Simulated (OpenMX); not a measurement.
Crystal: Zn.

```xyz
1
Lattice="-1.5690 1.5690 1.5690 1.5690 -1.5690 1.5690 1.5690 1.5690 -1.5690" Properties=species:S:1:pos:R:3 pbc="T T T"
Zn    0.0000    0.0000    0.0000
```

This isn't the form of Zn at room conditions, which is hcp.

* Program: OpenMX 3.8.5
* Task: single point
* Functional: PBE
* Potentials or basis: OpenMX 2013 PBE set, Zn6.0H-s3p2d2, grid cutoff 500 Ry
* k mesh: 13 × 13 × 13
* Occupations: fermi-dirac, width 0.05 eV
* Spin: no spin polarisation

On this cell: pressure 1.7 GPa; band gap on the k mesh none (metal or under the smearing width).

The same run follows on a disturbed copy (cell strained at random at fixed volume):

```
CELL_PARAMETERS angstrom
-1.52714 1.56173 1.52690
1.48647 -1.65878 1.58329
1.56585 1.69749 -1.62395
ATOMIC_POSITIONS crystal
Zn 0.01976 0.99531 0.01093
```

Problem. What changes?

Solution. The energy (extrapolated to zero smearing) moves by -26.0 meV/atom; pressure 1.9 GPa; band gap on the k mesh none (metal or under the smearing width).

The energy falls, though the first cell shows no forces: that form is unstable against this distortion, unless noise or another electronic state is at work.

Caveats: the basis of atomic orbitals isn't converged, which shifts pressures, moduli and gaps.
